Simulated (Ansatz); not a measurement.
Cubic perovskite BaSnO3, treated with PBEsol in Ansatz (plane waves, PAW).

Run with plane-wave cutoff 560 eV, 6×6×6 k mesh, perturbation theory, scalar-relativistic PAW data made under PBE.

Computed at the level's own relaxed cell.

```xyz
5
Lattice="4.1219 0.0000 0.0000 0.0000 4.1219 0.0000 0.0000 0.0000 4.1219" Properties=species:S:1:pos:R:3 pbc="T T T"
Ba     0.0000     0.0000     0.0000
Sn     2.0609     2.0609     2.0609
O      2.0609     0.0000     2.0609
O      0.0000     2.0609     2.0609
O      2.0609     2.0609     0.0000
```

Harmonic phonon frequencies (cm⁻¹; i marks an imaginary mode; at Γ without the LO shift):

```
q point                                                  frequencies
-------  -----------------------------------------------------------
Γ              0 0 0 121 121 121 199 199 199 221 221 221 611 611 611
X          89 89 122 122 137 218 225 225 231 231 237 387 616 616 681
M            68 87 97 97 152 208 208 246 246 298 298 369 472 621 723
R        54i 54i 54i 109 109 109 266 266 266 315 315 315 469 469 742
```

Imaginary modes appear, so the structure is dynamically unstable at this level.

Note: the run finds an imaginary mode (54i cm⁻¹), so the cell is a saddle point at this level.

Ansatz is a first-principles code.
